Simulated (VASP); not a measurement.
# SnS (Pnma) in VASP: further runs

The runs below take SnS through relaxation of cell and atoms, with PBE+D3(BJ).

Program: VASP 6.6.1. These are calculated values, not measurements. Logs are shortened: lines on timing, memory, paths and dates and some standing lists are left out, and cuts for length are marked.

## Step 1: The structure

The structure is orthorhombic, space group Pnma (No. 62). Conventional cell: a = 11.200 Å, b = 3.987 Å, c = 4.334 Å, α = 90.00°, β = 90.00°, γ = 90.00°. Sn (site symmetry m) is surrounded by 3 S at 2.63 to 2.67 Å. S (site symmetry m) is surrounded by 3 Sn at 2.63 to 2.67 Å.

## Step 2: Relaxation of cell and atoms, PBE+D3(BJ)

Input file INCAR:

```
SYSTEM = SnS
PREC = Accurate
ENCUT = 600
EDIFF = 1E-6
ISMEAR = 0
SIGMA = 0.03
LREAL = .FALSE.
LASPH = .TRUE.
NELM = 80
ALGO = Normal
ISIF = 3
LWAVE = .FALSE.
LCHARG = .FALSE.
GGA = PE
IVDW = 12
IBRION = 2
NSW = 90
EDIFFG = -0.01
KPAR = 2
```

Input file KPOINTS:

```
regular mesh
0
G
  4 8 6
  0 0 0
```

Input file POSCAR:

```
SnS
1.0
   11.2000000000      0.0000000000      0.0000000000
    0.0000000000      3.9870000000      0.0000000000
    0.0000000000      0.0000000000      4.3340000000
Sn S
4 4
Direct
    0.1194000000      0.2500000000      0.1198000000
    0.3806000000      0.7500000000      0.6198000000
    0.6194000000      0.2500000000      0.3802000000
    0.8806000000      0.7500000000      0.8802000000
    0.8508000000      0.2500000000      0.4793000000
    0.6492000000      0.7500000000      0.9793000000
    0.3508000000      0.2500000000      0.0207000000
    0.1492000000      0.7500000000      0.5207000000
```

Potentials or basis: VASP PAW PBE potentials, release 64 (Sn_d, S).

The run is started by

```
cat potpaw_PBE.64/Sn_d/POTCAR potpaw_PBE.64/S/POTCAR > POTCAR
mpirun -np 2 vasp_std > vasp.out
```

OUTCAR:

```text
SYSTEM = SnS
   PREC = Accurate
   ENCUT = 600
   EDIFF = 1E-6
   ISMEAR = 0
   LREAL = .FALSE.
   LASPH = .TRUE.
   NELM = 80
   ISIF = 3
   GGA = PE
   IVDW = 12
   IBRION = 2
   NSW = 90
   EDIFFG = -0.01
 IVDW          = 12

 ion  position               nearest neighbor table
   1  0.119  0.250  0.120-   7 2.63   8 2.67   8 2.67   4 3.49   4 3.49
   2  0.381  0.750  0.620-   8 2.63   7 2.67   7 2.67   3 3.49   3 3.49
   3  0.619  0.250  0.380-   5 2.63   6 2.67   6 2.67   2 3.49   2 3.49
   4  0.881  0.750  0.880-   6 2.63   5 2.67   5 2.67   1 3.49   1 3.49
   5  0.851  0.250  0.479-   3 2.63   4 2.67   4 2.67
   6  0.649  0.750  0.979-   4 2.63   3 2.67   3 2.67
   7  0.351  0.250  0.021-   1 2.63   2 2.67   2 2.67
   8  0.149  0.750  0.521-   2 2.63   1 2.67   1 2.67

  LATTYP: Found a simple orthorhombic cell.
 ALAT       =     3.9870000000
 B/A-ratio  =     1.0870328568
 C/A-ratio  =     2.8091296714

  Lattice vectors:

 A1 = (   0.0000000000,   3.9870000000,   0.0000000000)
 A2 = (   0.0000000000,   0.0000000000,   4.3340000000)
 A3 = (  11.2000000000,   0.0000000000,   0.0000000000)

Analysis of symmetry for initial positions (statically):
=====================================================================
 Subroutine PRICEL returns:
 Original cell was already a primitive cell.

 Routine SETGRP: Setting up the symmetry group for a
 simple orthorhombic supercell.

 Subroutine GETGRP returns: Found  8 space group operations
 (whereof  2 operations were pure point group operations)
 out of a pool of  8 trial point group operations.

The static configuration has the point symmetry S_2 .
 The point group associated with its full space group is D_2h.

Analysis of symmetry for dynamics (positions and initial velocities):
=====================================================================
 Subroutine PRICEL returns:
 Original cell was already a primitive cell.

 Routine SETGRP: Setting up the symmetry group for a
 simple orthorhombic supercell.

 Subroutine GETGRP returns: Found  8 space group operations
 (whereof  2 operations were pure point group operations)
 out of a pool of  8 trial point group operations.

The dynamic configuration has the point symmetry S_2 .
 The point group associated with its full space group is D_2h.

 Subroutine INISYM returns: Found  8 space group operations
 (whereof  2 operations are pure point group operations),
 and found     1 'primitive' translations

----------------------------------------------------------------------------------------

                                     Primitive cell

  volume of cell :     193.5322

  direct lattice vectors                    reciprocal lattice vectors
    11.200000000  0.000000000  0.000000000     0.089285714  0.000000000  0.000000000
     0.000000000  3.987000000  0.000000000     0.000000000  0.250815149  0.000000000
     0.000000000  0.000000000  4.334000000     0.000000000  0.000000000  0.230733733

  length of vectors
    11.200000000  3.987000000  4.334000000     0.089285714  0.250815149  0.230733733

  position of ions in fractional coordinates (direct lattice)
     0.119400000  0.250000000  0.119800000
     0.380600000  0.750000000  0.619800000
     0.619400000  0.250000000  0.380200000
     0.880600000  0.750000000  0.880200000
     0.850800000  0.250000000  0.479300000
     0.649200000  0.750000000  0.979300000
     0.350800000  0.250000000  0.020700000
     0.149200000  0.750000000  0.520700000

  ion indices of the primitive-cell ions
   primitive index   ion index
                 1           1
                 2           2
                 3           3
                 4           4
                 5           5
                 6           6
                 7           7
                 8           8

----------------------------------------------------------------------------------------

 KPOINTS: regular mesh

Automatic generation of k-mesh.
 Grid dimensions read from file:
 generate k-points for:    4    8    6

 Generating k-lattice:

  Cartesian coordinates                     Fractional coordinates (reciprocal lattice)
     0.022321429  0.000000000  0.000000000     0.250000000  0.000000000  0.000000000
     0.000000000  0.031351894  0.000000000     0.000000000  0.125000000  0.000000000
     0.000000000  0.000000000  0.038455622     0.000000000  0.000000000  0.166666667

  Length of vectors
     0.022321429  0.031351894  0.038455622

  Shift w.r.t. Gamma in fractional coordinates (k-lattice)
     0.000000000  0.000000000  0.000000000

 Subroutine IBZKPT returns following result:
 ===========================================

 Found     60 irreducible k-points:

 Following reciprocal coordinates:
            Coordinates               Weight
  0.000000  0.000000  0.000000      1.000000
  0.250000  0.000000  0.000000      2.000000
  0.500000  0.000000  0.000000      1.000000
  0.000000  0.125000  0.000000      2.000000
  0.250000  0.125000  0.000000      4.000000
  0.500000  0.125000  0.000000      2.000000
[... 16 lines left out ...]
  0.250000  0.250000  0.166667      8.000000
  0.500000  0.250000  0.166667      4.000000
 [... further k-points ...]
   k-points           NKPTS =     60   k-points in BZ     NKDIM =     60   number of bands    NBANDS=     48
   number of dos      NEDOS =    301   number of ions     NIONS =      8
   total plane-waves  NPLWV = 103680
   dimension x,y,z NGX =    90 NGY =   32 NGZ =   36
   dimension x,y,z NGXF=   180 NGYF=   64 NGZF=   72
   ions per type =               4   4
   NGX,Y,Z   is equivalent  to a cutoff of  13.36, 13.34, 13.81 a.u.
   NGXF,Y,Z  is equivalent  to a cutoff of  26.72, 26.69, 27.62 a.u.
 SYSTEM =  SnS
   PREC   = accura    normal or accurate (medium, high low for compatibility)
   ISTART =      0    job   : 0-new  1-cont  2-samecut
   ICHARG =      2    charge: 1-file 2-atom 10-const
   ISPIN  =      1    spin polarized calculation?
   LNONCOLLINEAR =      F non collinear calculations
   LSORBIT =      F    spin-orbit coupling
   LASPH  =      T    aspherical Exc in radial PAW
   ENCUT  =  600.0 eV  44.10 Ry    6.64 a.u.  22.37  7.96  8.66*2*pi/ulx,y,z
   NELM   =     80;   NELMIN=  2; NELMDL= -5     # of ELM steps
   EDIFF  = 0.1E-05   stopping-criterion for ELM
   LREAL  =      F    real-space projection
   EDIFFG = -.1E-01   stopping-criterion for IOM
   NSW    =     90    number of steps for IOM
   IBRION =      2    ionic relax: 0-MD 1-quasi-New 2-CG
   NFREE  =      1    steps in history (QN), initial steepest desc. (CG)
   ISIF   =      3    stress and relaxation
   ISYM   =      2    0-nonsym 1-usesym 2-fastsym
   POTIM  = 0.5000    time-step for ionic-motion
   TEBEG  =    0.0;   TEEND  =   0.0 temperature during run
   PSTRESS=    0.0 pullay stress
   NELECT =      80.0000    total number of electrons
   NUPDOWN=      -1.0000    fix difference up-down
   EMIN   =  10.00;   EMAX   =-10.00  energy-range for DOS
   EFERMI =   0.00;   METHOD = LEGACY
   ISMEAR =     0;   SIGMA  =   0.03  broadening in eV -4-tet -1-fermi 0-gaus
   EFERMI_NEDOS =   21; number of points for ismear=-14 and -15
   IALGO  =     38    algorithm
   IMIX   =      4    mixing-type and parameters
     AMIX     =   0.40;   BMIX     =  1.00
     AMIX_MAG =   1.60;   BMIX_MAG =  1.00
  volume/ion in A,a.u.               =      24.19       163.25
  Fermi-wavevector in a.u.,A,eV,Ry     =   1.219515  2.304549 20.234810  1.487217
  Thomas-Fermi vector in A             =   2.354764
   LORBIT       =      0    0 simple, 1 ext, 2 COOP (PROOUT), +10 PAW based schemes
   GGA     = PE    functional components
   LHFCALC =     F    Hartree Fock is set to
   AEXX    =    0.0000 exact exchange contribution
   IVDW    =    12    specifies the selected vdW correction
   LEPSILON=     F    determine dielectric tensor
   LRPA    =     F    only Hartree local field effects (RPA)
 conjugate gradient relaxation of ions
 non-spin polarized calculation
 Gauss-broadening in eV      SIGMA  =   0.03
  energy-cutoff  :      600.00
  volume of cell :      193.53
 maximum number of plane-waves:      6488
 NGX is ok and might be reduce to    90
   NGX = 45   NGY = 15   NGZ = 17

--------------------------------------- Ionic step        1  -------------------------------------------

 number of electron      80.0000006 magnetization

 Free energy of the ion-electron system (eV)
  ---------------------------------------------------
  ext. energy  EPLUGINS =         0.00000000
  ---------------------------------------------------
  free energy    TOTEN  =       -35.39894159 eV

  energy without entropy =      -35.39894159  energy(sigma->0) =      -35.39894159

------------------------ aborting loop because EDIFF is reached ----------------------------------------

 Edisp (eV)   -2.72778

 E8    (eV) :    -1.1821

  FORCE on cell =-STRESS in cart. coord.  units (eV):
  Direction    XX          YY          ZZ          XY          YZ          ZX
  --------------------------------------------------------------------------------------
  -------------------------------------------------------------------------------------
  Total       0.16651    -0.03351    -0.17538     0.00000     0.00000     0.00000
  in kB       1.37850    -0.27744    -1.45193     0.00000     0.00000     0.00000
  external pressure =       -0.12 kB  Pullay stress =        0.00 kB
[... 115 lines left out ...]
  FREE ENERGIE OF THE ION-ELECTRON SYSTEM (eV)
  ---------------------------------------------------
  free  energy   TOTEN  =       -38.1349641025 eV

  energy  without entropy=      -38.1349641025  energy(sigma->0) =      -38.13496410

[... ionic steps 4 to 12 ...]

--------------------------------------- Ionic step       13  -------------------------------------------

 number of electron      79.9999998 magnetization

------------------------ aborting loop because EDIFF is reached ----------------------------------------

 Edisp (eV)   -2.78076

 E8    (eV) :    -1.2044
[... 81 lines left out ...]
  energy  without entropy=      -38.1438899181  energy(sigma->0) =      -38.14388992

--------------------------------------- Ionic step       15  -------------------------------------------

 number of electron      80.0000006 magnetization

 Free energy of the ion-electron system (eV)
  ---------------------------------------------------
  ext. energy  EPLUGINS =         0.00000000
  ---------------------------------------------------
  free energy    TOTEN  =       -35.36445935 eV

  energy without entropy =      -35.36445935  energy(sigma->0) =      -35.36445935

 E-fermi :   6.5860     XC(G=0):  -9.9522

 val. band max:        6.4223664964   @ k =   0.5000   0.0000   0.5000
 cond. band min:       7.2812111262   @ k =   0.0000   0.0000   0.0000
 fundamental gap:      0.8588446298
 Fermi energy:         6.5860049201

 k-point     1 :       0.0000    0.0000    0.0000
  band No.  band energies     occupation
      1     -14.8835      2.00000
      2     -14.8662      2.00000
      3     -14.8628      2.00000
      4     -14.8573      2.00000
      5     -14.8511      2.00000
      6     -14.8461      2.00000
[... 1213 lines left out ...]
     47      10.0875      0.00000
     48      10.0875      0.00000

 [... further k-points ...]

------------------------ aborting loop because EDIFF is reached ----------------------------------------

 Edisp (eV)   -2.77959

 E8    (eV) :    -1.2038

  FORCE on cell =-STRESS in cart. coord.  units (eV):
  Direction    XX          YY          ZZ          XY          YZ          ZX
  --------------------------------------------------------------------------------------
  -------------------------------------------------------------------------------------
  Total       0.04483    -0.03886    -0.01444     0.00000    -0.00000     0.00000
  in kB       0.37818    -0.32786    -0.12182     0.00000    -0.00000     0.00000
  external pressure =       -0.02 kB  Pullay stress =        0.00 kB
[... 23 lines left out ...]
  FREE ENERGIE OF THE ION-ELECTRON SYSTEM (eV)
  ---------------------------------------------------
  free  energy   TOTEN  =       -38.1440447589 eV

  energy  without entropy=      -38.1440447589  energy(sigma->0) =      -38.14404476

 reached required accuracy - stopping structural energy minimisation
```

Run time: 33 min. Hardware: 2 MPI ranks of Intel Xeon Platinum 8488C (Sapphire Rapids), shared host; peak memory 0.66 GiB.

What came out:

| Quantity | Value |
| --- | --- |
| Free energy | -38.1440 eV |
| Relaxed volume | 23.74 Å³/atom |
| Relaxed cell | a = 11.136 Å, b = 3.998 Å, c = 4.266 Å, α = 90.00°, β = 90.00°, γ = 90.00° |
| Space group after relaxing (to 0.05 Å) | Pnma (No. 62) |
| Energy gained by relaxing | 2.2 meV/atom |
| Ionic steps | 15 |
| Pressure after relaxing | 0.0 GPa |
| Largest force after relaxing | 0.007 eV/Å |
| Band gap on the k mesh | 0.86 eV, indirect (least direct gap 1.17 eV) |
| Dispersion energy per atom | -0.347 eV |

Forces in eV/Å, atoms in the order of the input:
```
Sn  -0.001  0.000 -0.007
Sn   0.001  0.000 -0.007
Sn  -0.001  0.000  0.007
Sn   0.001  0.000  0.007
S    0.001  0.000  0.002
S   -0.001  0.000  0.002
S    0.001  0.000 -0.002
S   -0.001  0.000 -0.002
```

Step by step:
```
step  energy change (eV)  largest force (eV/Å)  pressure (GPa)  volume (Å³)
   1              0.0000                0.1412           -0.01       193.53
   2             -0.0056                0.0792           -0.24       193.48
   3             -0.0082                0.0312           -0.54       193.41
   4             -0.0116                0.0292           -0.37       192.41
   5             -0.0148                0.0325            0.17       189.40
   6             -0.0150                0.0312            0.07       190.01
   7             -0.0158                0.0240            0.04       190.02
   8             -0.0162                0.0182            0.01       190.03
   9             -0.0165                0.0163            0.01       190.06
  10             -0.0169                0.0179           -0.02       190.14
  11             -0.0169                0.0185           -0.04       190.15
  12             -0.0171                0.0156            0.02       189.96
  13             -0.0171                0.0169            0.06       189.84
  14             -0.0172                0.0144            0.04       189.86
  15             -0.0173                0.0067            0.00       189.91
```

Final structure:
```
Sn S
1.0
    11.13645    0.00000    0.00000
     0.00000    3.99782    0.00000
     0.00000    0.00000    4.26568
Sn S
4 4
Cartesian
  1.3157 0.9995 0.4868
  4.2526 2.9984 2.6197
  6.8839 0.9995 1.6460
  9.8208 2.9984 3.7789
  9.5005 0.9995 2.0192
  7.2042 2.9984 4.1520
  3.9323 0.9995 0.1137
  1.6360 2.9984 2.2465
```

Caveat: spin-orbit coupling is left out, which moves the levels of the heavy elements. A k mesh can miss the band edges.

## Step 3: Relaxation of cell and atoms, PBE+D3(BJ)

This run uses another cell than the first one, of 23.74 Å³/atom, 0.981 times its volume.

Changes to INCAR since step 2:

```diff
@@ -3,3 +3,3 @@
 ENCUT = 600
-EDIFF = 1E-6
+EDIFF = 1E-7
 ISMEAR = 0
@@ -17,3 +17,3 @@
 NSW = 90
-EDIFFG = -0.01
+EDIFFG = -0.005
 KPAR = 2
```

KPOINTS is that of step 2.

Input file POSCAR:

```
SnS                                     
1.0
   11.1364472593      0.0000000000      0.0000000000
    0.0000000000      3.9978213019     -0.0000000000
    0.0000000000      0.0000000000      4.2656801849
  Sn              S             
     4     4
Direct
     0.1181411437418799    0.2500000000000000    0.1141225744037166
     0.3818588562581201    0.7500000000000000    0.6141225744037168
     0.6181411437418800    0.2500000000000000    0.3858774255962836
     0.8818588562581200    0.7500000000000000    0.8858774255962832
     0.8530991125598034    0.2500000000000000    0.4733550699227452
     0.6469008874401966    0.7500000000000000    0.9733550699227452
     0.3530991125598034    0.2500000000000000    0.0266449300772548
     0.1469008874401967    0.7500000000000000    0.5266449300772548
```

Potentials or basis: VASP PAW PBE potentials, release 64 (Sn_d, S).

The run is started by

```
cat potpaw_PBE.64/Sn_d/POTCAR potpaw_PBE.64/S/POTCAR > POTCAR
mpirun -np 2 vasp_std > vasp.out
```

Run time: 39 min. Hardware: 2 MPI ranks of Intel Xeon Platinum 8488C (Sapphire Rapids), shared host; peak memory 0.66 GiB.

The run converged. Its results:

- Free energy: -38.1440 eV
- Relaxed volume: 23.73 Å³/atom
- Relaxed cell: a = 11.153 Å, b = 4.001 Å, c = 4.255 Å, α = 90.00°, β = 90.00°, γ = 90.00°
- Space group after relaxing (to 0.05 Å): Pnma (No. 62)
- Energy gained by relaxing: 0.0 meV/atom
- Ionic steps: 18
- Pressure after relaxing: 0.0 GPa
- Largest force after relaxing: 0.005 eV/Å
- Band gap on the k mesh: 0.83 eV, indirect (least direct gap 1.17 eV)
- Dispersion energy per atom: -0.348 eV

Forces in eV/Å, atoms in the order of the input:
```
Sn  -0.002  0.000  0.000
Sn   0.002  0.000  0.000
Sn  -0.002  0.000  0.000
Sn   0.002  0.000  0.000
S    0.004  0.000  0.003
S   -0.004  0.000  0.003
S    0.004  0.000 -0.003
S   -0.004  0.000 -0.003
```

The path:
```tsv
step	energy change (eV)	largest force (eV/Å)	pressure (GPa)	volume (Å³)
1	0.0000	0.0070	0.01	189.91
2	0.0000	0.0070	-0.01	189.95
3	0.0000	0.0072	-0.01	189.95
4	0.0000	0.0077	-0.02	189.97
5	0.0000	0.0072	0.00	189.93
6	-0.0001	0.0069	0.01	189.88
7	-0.0001	0.0072	0.05	189.78
8	-0.0001	0.0072	0.03	189.83
9	-0.0001	0.0059	0.03	189.84
10	-0.0001	0.0034	0.01	189.87
11	-0.0001	0.0094	-0.01	189.94
12	-0.0001	0.0071	0.00	189.91
13	-0.0001	0.0066	-0.01	189.92
14	-0.0002	0.0051	-0.01	189.93
15	-0.0002	0.0026	-0.02	189.96
16	-0.0002	0.0069	0.02	189.82
17	-0.0002	0.0058	0.01	189.85
18	-0.0002	0.0048	0.00	189.83
```

Final structure:
```xyz
8
Lattice="11.1530 0.0000 0.0000 0.0000 4.0006 0.0000 0.0000 0.0000 4.2546" Properties=species:S:1:pos:R:3 pbc="T T T"
Sn    1.3216    1.0002    0.4718
Sn    4.2549    3.0005    2.5991
Sn    6.8980    1.0002    1.6555
Sn    9.8314    3.0005    3.7828
S     9.5130    1.0002    2.0189
S     7.2165    3.0005    4.1462
S     3.9365    1.0002    0.1084
S     1.6400    3.0005    2.2357
```

Levels at points of the mesh, in eV from the valence-band top:
```csv
k point,band 36,band 37,band 38,band 39,band 40,band 41,band 42,band 43,band 44,band 45
"(0.00, 0.00, 0.00)",-2.15,-1.94,-1.27,-0.78,-0.64,0.83,3.10,3.13,3.16,3.49
"(0.50, 0.00, 0.00)",-2.35,-2.18,-2.18,-0.67,-0.67,2.69,2.69,2.86,2.86,4.09
"(0.00, 0.50, 0.00)",-2.01,-1.00,-1.00,-0.77,-0.77,1.21,1.21,1.73,1.73,2.07
"(0.50, 0.50, 0.00)",-2.37,-0.97,-0.97,-0.97,-0.97,1.64,1.64,1.64,1.64,2.52
"(0.00, 0.00, 0.50)",-1.78,-0.90,-0.90,-0.07,-0.07,1.49,1.49,1.92,1.92,1.95
"(0.50, 0.00, 0.50)",-2.12,-0.69,-0.69,0.00,0.00,1.39,1.39,1.89,1.89,2.00
"(0.00, 0.50, 0.50)",-3.41,-2.49,-2.49,-1.54,-1.54,2.79,2.79,3.03,3.03,4.61
"(0.50, 0.50, 0.50)",-3.98,-1.72,-1.72,-1.72,-1.72,2.62,2.62,2.62,2.62,4.68
```

Caveat: spin-orbit coupling is left out, which moves the levels of the heavy elements.
